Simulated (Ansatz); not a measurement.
# Hf: the cost of one run

Program: Ansatz 0.2.0. Level of theory: DFT PBE with spin–orbit coupling, plane waves, PAW (the target; the first runs use scalar-relativistic PBE). These are calculated values, not measurements.

## (1) The structure to begin with

Symmetry: P6_3/mmc, No. 194, hexagonal system. The conventional cell has a = 3.200 Å, b = 3.200 Å, c = 5.062 Å, α = 90.00°, β = 90.00°, γ = 120.00°. Hf (site symmetry -6m2) is surrounded by 12 Hf at 3.13 to 3.20 Å.

As a file:

```cif
data_structure
_symmetry_space_group_name_H-M 'P 1'
_symmetry_Int_Tables_number 1
_cell_length_a 3.2000
_cell_length_b 3.2000
_cell_length_c 5.0624
_cell_angle_alpha 90.000
_cell_angle_beta 90.000
_cell_angle_gamma 120.000
_cell_volume 44.89
loop_
_atom_site_label
_atom_site_type_symbol
_atom_site_fract_x
_atom_site_fract_y
_atom_site_fract_z
_atom_site_occupancy
Hf1 Hf 0.33333 0.66667 0.75000 1
Hf2 Hf 0.66667 0.33333 0.25000 1
```

## (2) Full relaxation (PBE, 8×8×4 mesh)

input.yaml

```yaml
crystal:
  lattice:
    - [3.2, 0.0, 0.0]
    - [-1.6, 2.7712812921, 0.0]
    - [0.0, 0.0, 5.0624]
  atoms:
    - { symbol: Hf, position: [0.3333333333, 0.6666666667, 0.75] }
    - { symbol: Hf, position: [0.6666666667, 0.3333333333, 0.25] }
basis:
  ecutwfc: 420
  ecutrho_ratio: 4
kpoints:
  mp_grid: { grid: [8, 8, 4] }
hamiltonian:
  xc: pbe
scf:
  occupations: { method: gaussian, width: 0.05 }
output:
  forces: true
  stress: true
  eigenvalues: true
relax:
  f_tol: 0.03
  max_steps: 60
  cell: { stress_tol: 0.3 }
```

**Question.** How long does this run take on 4 threads of an x86-64 CPU, shared host, and how much memory does it need?

About 2.5 s, with a peak of 0.43 GiB.
